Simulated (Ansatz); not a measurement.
Runs of Ansatz 0.2.0 on Zn. Symmetry: Im-3m, No. 229, cubic system. Conventional cell: a = 3.138 Å, b = 3.138 Å, c = 3.138 Å, α = 90.00°, β = 90.00°, γ = 90.00°. Zn (site symmetry m-3m) has 8 Zn at 2.72 Å as nearest neighbours. This isn't the form of Zn at room conditions, which is hcp.

```csv
task,level,cell,points for each segment of the path,gap on the mesh (eV),pressure (GPa),relaxed volume (Å³/atom)
relaxation of cell and atoms,LDA,relaxed,-,none,0.0,13.63
band structure,PBEsol,as given,14,none,(a),-
band structure,RPBE,as given,14,none,2.5,-
relaxation of cell and atoms,RPBE,relaxed,-,none,0.0,(b)
band structure,LDA,as given,14,none,-8.3,-
relaxation of cell and atoms,PBEsol,relaxed,-,none,0.0,14.27
band structure,revPBE,as given,14,none,1.7,-
```

Alike in all rows: potentials or basis Ansatz PAW; no spin polarisation; k mesh 12 × 12 × 12; cutoff (eV) 420; smearing fermi-dirac 0.05 eV.

Q: Estimate the missing entries.

A: (a) -5.2; (b) 16.14.

Caveats: the PAW data sets come from PBE, with cores solved anew for the run's functional, which leaves a small shift of forces and pressure; the plane-wave basis is chosen anew once the cell has moved, so the energies of steps on either side of that aren't comparable (some runs).

A gap of «none» marks a metal or a gap under the smearing width.

Runs at the PBE level aren't shown here.
